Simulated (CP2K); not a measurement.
The system is Ti2O.

```xyz
3
Lattice="2.9194 0.0000 0.0000 -1.4597 2.5283 0.0000 0.0000 0.0000 4.7130" Properties=species:S:1:pos:R:3 pbc="T T T"
Ti    0.0000    1.6855    3.3993
Ti    1.4597    0.8428    1.3137
O     0.0000    0.0000    0.0000
```

Base run:

* Program: CP2K 2026.2
* Functional: r2SCAN
* Potentials or basis: POTENTIAL_UZH Ti GTH-SCAN-q12, O GTH-SCAN-q6; TZVP-MOLOPT-SCAN-GTH basis
* Density cutoff: 11565 eV
* k mesh: 10 × 10 × 6
* Occupations: fermi-dirac, width 0.05 eV
* Spin: no spin polarisation

Its results: band gap on the k mesh none (metal or under the smearing width); pressure 10.2 GPa; largest force 1.023 eV/Å.

Problem. The run is repeated on the same cell with these changes: functional from r2SCAN to TASK; occupations from fermi-dirac, width 0.05 eV to fermi-dirac, width 0.1 eV. What comes out?

Solution. Band gap on the k mesh none (metal or under the smearing width); pressure 20.7 GPa; largest force 0.385 eV/Å.

Caveats: the basis of atomic orbitals isn't converged, which shifts pressures, moduli and gaps; semilocal functionals often make such compounds metallic where correlation or magnetic order opens a gap, which also shifts bond lengths; forces of over 1 eV/Å show positions far from the minimum, so gaps and moduli don't describe the material at rest (some runs); so large a pressure means that the cell lies far from this level's equilibrium, or that cutoff or potentials fall short (some runs); the potentials were made for another functional, which shifts forces and pressure (some runs).
